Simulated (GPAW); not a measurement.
# CuI (P4/nmm) in GPAW: single point with LDA

Aim: the single point of CuI with LDA.

All numbers are computed with GPAW 26.7.0; they aren't measurements. Logs are shortened: lines on timing, memory, paths and dates and some standing lists are left out, and cuts for length are marked. The log counts tension as positive stress, the text compression.

## (1) Starting point

It takes space group P4/nmm (No. 129, tetragonal). Conventional cell: a = 4.090 Å, b = 4.090 Å, c = 6.551 Å, α = 90.00°, β = 90.00°, γ = 90.00°. I (site symmetry 4mm) is surrounded by 4 Cu at 2.65 Å. Cu (site symmetry -4m2) is surrounded by 4 I at 2.65 Å and 4 Cu at 2.89 Å.

Measurements of this composition are mostly on another form, of space group No. 216.

## (2) Single point, LDA

Contents of run.py:

```python
from ase import Atoms
from ase.dft.bandgap import bandgap
from ase.io import write
from ase.units import GPa
from gpaw import GPAW, PW

atoms = Atoms(['I', 'I', 'Cu', 'Cu'],
              cell=[[4.09019619, 0.0, 0.0],
                    [0.0, 4.09019619, 0.0],
                    [0.0, 0.0, 6.55145804]],
              scaled_positions=[[0.0, 0.5, 0.74303436],
                                [0.5, 0.0, 0.25696564],
                                [0.0, 0.0, 0.0],
                                [0.5, 0.5, 0.0]],
              pbc=True)

calc = GPAW(mode=PW(450),
            xc='LDA',
            kpts={'size': (5, 5, 4), 'gamma': True},
            occupations={'name': 'fermi-dirac', 'width': 0.05},
            nbands=34,
            maxiter=120,
            txt='gpaw.txt')
atoms.calc = calc
energy = atoms.get_potential_energy()
forces = atoms.get_forces()
stress = atoms.get_stress()
calc.write('gs.gpw')
write('result.traj', atoms)
print(f'Energy: {energy:.6f} eV')
print('Forces (eV/A):')
print(forces.round(4))
print('Stress (GPa):', (stress / GPa).round(3))
print('Fermi level:', round(calc.get_fermi_level(), 4), 'eV')
print(f'Gap: {bandgap(calc)[0]:.4f} eV, direct: {bandgap(calc, direct=True)[0]:.4f} eV')
```

Potentials or basis: the program's PAW data sets (release 1.2.1) made for this functional, pw.

Command:

```bash
$ OMP_NUM_THREADS=1 python run.py
```

gpaw.txt:

```text
__  _  _
 | _ |_)|_||  |
 |__||  | ||/\| - 26.7.0

Input parameters:
  mode=PW(ecut=450.00000000000006),
  kpts=MonkhorstPack(size=(5, 5, 4), gamma=True),
  maxiter=120,
  nbands=34,
  occupations=Occupations(name='fermi-dirac', width=0.05),
  xc=XC(name='LDA')

Diagonalizing LCAO Hamiltonian
Converting LCAO to pw mode
    .---------.
   /|         |
  / |         |
 *  |         |
 |I |         |
 |  |         |
 |  |         |
 |  |         |
 |  .---------.
 | /  I      /
 |/    Cu   /
 Cu--------*

Atoms  # Å, Bohr magnetons
|   | symbol |        x |        y |        z |    initial magnetic moments |
|---|--------|----------|----------|----------|-----------------------------|
| 0 |      I | 0.000000 | 2.045098 | 4.867958 | ( 0.0000,  0.0000,  0.0000) |
| 1 |      I | 2.045098 | 0.000000 | 1.683500 | ( 0.0000,  0.0000,  0.0000) |
| 2 |     Cu | 0.000000 | 0.000000 | 0.000000 | ( 0.0000,  0.0000,  0.0000) |
| 3 |     Cu | 2.045098 | 2.045098 | 0.000000 | ( 0.0000,  0.0000,  0.0000) |

Unit cell  # Å
| periodic |        x |        y |        z |  lengths |    angles |
|----------|----------|----------|----------|----------|-----------|
|      yes | 4.090196 | 0.000000 | 0.000000 | 4.090196 | 90.000000 |
|      yes | 0.000000 | 4.090196 | 0.000000 | 4.090196 | 90.000000 |
|      yes | 0.000000 | 0.000000 | 6.551458 | 6.551458 | 90.000000 |

Number of symmetries: 8
Symmetry operations  # r_c * U_cc + t_c -> r_c
|   | kind |            matrix            |
|---|------|------------------------------|
| 0 |  E   |  1, 0, 0,  0, 1, 0,  0, 0, 1 |
| 1 |  σ   |  1, 0, 0,  0,-1, 0,  0, 0, 1 |
| 2 |  C2  |  0, 1, 0,  1, 0, 0,  0, 0,-1 |
| 3 |  S4  |  0, 1, 0, -1, 0, 0,  0, 0,-1 |
| 4 |  S4  |  0,-1, 0,  1, 0, 0,  0, 0,-1 |
| 5 |  C2  |  0,-1, 0, -1, 0, 0,  0, 0,-1 |
| 6 |  σ   | -1, 0, 0,  0, 1, 0,  0, 0, 1 |
| 7 |  C2  | -1, 0, 0,  0,-1, 0,  0, 0, 1 |

BZ-sampling:
  Number of BZ points: 100
  Number of IBZ points: 18

  Monkhorst-Pack size: [5, 5, 4]
  Monkhorst-Pack shift: [0.0, 0.0, 0.125]

K-points  # in reciprocal-cell coordinates
|     |                                coordinates |     weight |
|-----|--------------------------------------------|------------|
|   0 | (  0.00000000,   0.00000000,   0.00000000) | 0.01000000 |
|   1 | (  0.00000000,   0.00000000,   0.25000000) | 0.02000000 |
|   2 | (  0.00000000,   0.00000000,   0.50000000) | 0.01000000 |
|   3 | (  0.20000000,   0.00000000,   0.00000000) | 0.04000000 |
|   4 | (  0.20000000,   0.00000000,   0.25000000) | 0.08000000 |
|   5 | (  0.20000000,   0.00000000,   0.50000000) | 0.04000000 |
|   6 | (  0.20000000,   0.20000000,   0.00000000) | 0.04000000 |
|   7 | (  0.20000000,   0.20000000,   0.25000000) | 0.08000000 |
|   8 | (  0.20000000,   0.20000000,   0.50000000) | 0.04000000 |
|   9 | (  0.40000000,   0.00000000,   0.00000000) | 0.04000000 |
| ... |                                            |            |
|  17 | (  0.40000000,   0.40000000,   0.50000000) | 0.04000000 |

Plane wave coefficients: 2398
Cutoff: 450.00000000000006 eV

Spin-components: 1 (collinear spins)
Bands:           34
Projectors:      22
Spin-degeneracy: 2
Datatype:        complex128

Parallelization:
  kpt:    1
  domain: 1
  band:   1

Density:
  Valence electrons: 36.0
  Components: 1
  Grid points: [21 21 35]
  Charge: 0.0  # |e|

Potential:
  Grid points: [21 21 35]

species:
  I:
    name:    Iodine
    Z:       53.0
    valence: 7
    core:    46
    charge:  0.0  # [|e|]
    compensation charges:
      type: gauss
      rc: 0.37  # [Å]
      lmax: 2
    cutoffs:
      filter: 2.06  # [Å]
      core: 2.90  # [Å]
    projectors
    | kind |    occ | energy [eV] | rcut [Å] |
    |------|--------|-------------|----------|
    |   5s |  2.000 |     -17.626 |    1.164 |
    |   5p |  5.000 |      -7.241 |    1.164 |
    |    s |        |       9.585 |    1.164 |
    |    p |        |      19.970 |    1.164 |
    |    d |        |       0.000 |    1.164 |

    Using partial waves for I as LCAO basis

  Cu:
    name:    Copper
    Z:       29.0
    valence: 11
    core:    18
    charge:  0.0  # [|e|]
    compensation charges:
      type: gauss
      rc: 0.33  # [Å]
      lmax: 2
    cutoffs:
      filter: 2.06  # [Å]
      core: 2.43  # [Å]
    projectors
    | kind |    occ | energy [eV] | rcut [Å] |
    |------|--------|-------------|----------|
    |   4s |  1.000 |      -4.857 |    1.164 |
    |   4p |  0.000 |      -0.783 |    1.164 |
    |   3d | 10.000 |      -5.324 |    1.058 |
    |    s |        |      22.354 |    1.164 |
    |    p |        |      26.429 |    1.164 |
    |    d |        |      21.887 |    1.058 |

    Using partial waves for Cu as LCAO basis

Reference energy: -476669.164552  # eV

eigensolver:
  PPCG
  Converge bands: occupied
  niter=2

density mixing:
  MSR1-Mixer
  Pratt-step length: 0.05
  Maximum mixing coefficient: 0.75
  Old densities: 10
  SVD Regularization: 0.005
  Good broyden scale: 1.0
  Trust region scale: 1.0
  Backstep threshold: 4.0
  History deletion threshold: 6.0
  Fourier metric: weight=20.0, sigma=0.015

occupation numbers:
  Fermi-Dirac:
    width: 0.0500  # eV

poisson solver:
  ecut: 3600.0000000000005  # eV

xc functional:
  name: None

convergence criteria:
- Maximum [total energy] change in last 3 cyles: 0.0005 eV / valence electron
- Maximum integral of absolute [dens]ity change: 0.0001 electrons / valence electron
- Maximum integral of absolute [eigenst]ate change: 4e-08 eV^2 / valence electron
maximum number of iterations: 120

SCF iterations
|iter     | |      energy | eigst |  dens |
|---------|-|-------------|-------|-------|
|iter:   1| |  -14.189600 | +0.26 |       |
|iter:   2| |  -13.940989 | -1.88 | -1.25 |
|iter:   3| |  -13.574485 | -1.52 | -1.33 |
|iter:   4| |  -13.557436 | -3.29 | -1.76 |
|iter:   5| |  -13.546892 | -3.37 | -1.98 |
|iter:   6| |  -13.545984c| -4.03 | -2.49 |
|iter:   7| |  -13.545801c| -4.85 | -3.12 |
|iter:   8| |  -13.545798c| -6.60 | -3.54 |
|iter:   9| |  -13.545798c| -6.88 | -3.83 |
|iter:  10| |  -13.545798c| -7.94c| -4.72c|

Converged in 10 steps
Energy contributions relative to reference atoms: (reference = -476669.164552)

Energy contributions:
  Kinetic:          -2.484806
  Coulomb:           0.639411
  Zero:              0.093376
  External:          0.000000
  Xc:              -11.793779
  Entropy:          -0.000000
  Spinorbit:         0.000000
  ----------------------------
  Free energy:     -13.545798
  Extrapolated:    -13.545798

dipole moment: (-28.866490, -28.866490, -28.022148)  # |e|*Ang

Fermi level: 4.840
Eigenvalues  # (at kpt = [0.000, 0.000, 0.000])
| band index |      eig [eV] | occ [0-2] |
|------------|---------------|-----------|
|          0 |        -9.849 |     2.000 |
|        ... |               |           |
|         10 |         2.211 |     2.000 |
|         11 |         2.583 |     2.000 |
|         12 |         2.722 |     2.000 |
|         13 |         2.722 |     2.000 |
|         14 |         2.908 |     2.000 |
|         15 |         3.311 |     2.000 |
[... 8 lines left out ...]
|         24 |        12.536 |     0.000 |
|         25 |        12.873 |     0.000 |
|        ... |               |           |
|         33 |        17.230 |     0.000 |

Gap: 1.408 eV
Transition (v -> c):
  (s=0, k=0, n=17, [0.00, 0.00, 0.00]) -> (s=0, k=0, n=18, [0.00, 0.00, 0.00])
No difference between direct/indirect transitions

Forces  # eV/Ang
|       x |       y |        z |
|---------|---------|----------|
| 0.00000 | 0.00000 |  0.35051 |  # I    0
| 0.00000 | 0.00000 | -0.35051 |  # I    1
| 0.00000 | 0.00000 |  0.00000 |  # Cu   2
| 0.00000 | 0.00000 |  0.00000 |  # Cu   3

Stress tensor  # eV/Ang^3
|         x |        y |         z |
|-----------|----------|-----------|
|  0.025335 | 0.000000 | -0.000000 |
|  0.000000 | 0.025335 |  0.000000 |
| -0.000000 | 0.000000 |  0.023828 |

# Writing to gs.gpw (mode='')
```

Wall time 26 s (1 thread of Arm Neoverse V2, shared host); peak memory 0.17 GiB.

What came out:

* Free energy: -13.5458 eV
* Pressure: -4.0 GPa
* Largest force: 0.351 eV/Å
* Band gap on the k mesh: 1.41 eV, direct

Forces on the atoms (eV/Å):
```
I    0.000  0.000  0.351
I    0.000  0.000 -0.351
Cu   0.000  0.000  0.000
Cu   0.000  0.000  0.000
```

Levels at points of the mesh, in eV from the valence-band top:
| k point | band 15 | band 16 | band 17 | band 18 | band 19 | band 20 | band 21 | band 22 |
| --- | --- | --- | --- | --- | --- | --- | --- | --- |
| (0.00, 0.00, 0.00) | -1.20 | -0.79 | 0.00 | 0.00 | 1.41 | 2.99 | 3.28 | 4.98 |
| (0.00, 0.00, 0.50) | -1.31 | -1.20 | -0.29 | -0.29 | 3.13 | 3.18 | 3.39 | 4.39 |

Caveat: with this Cu data set, volumes or pressures lay over 1.5 % or 2 GPa off other programs in two to four cells of ten; the cutoff is short for stress and forces, so pressures can be off by a GPa or more; spin-orbit coupling is left out, which moves the levels of the heavy elements. Expect the measured gap to be larger: semilocal functionals such as LDA lack the derivative discontinuity.
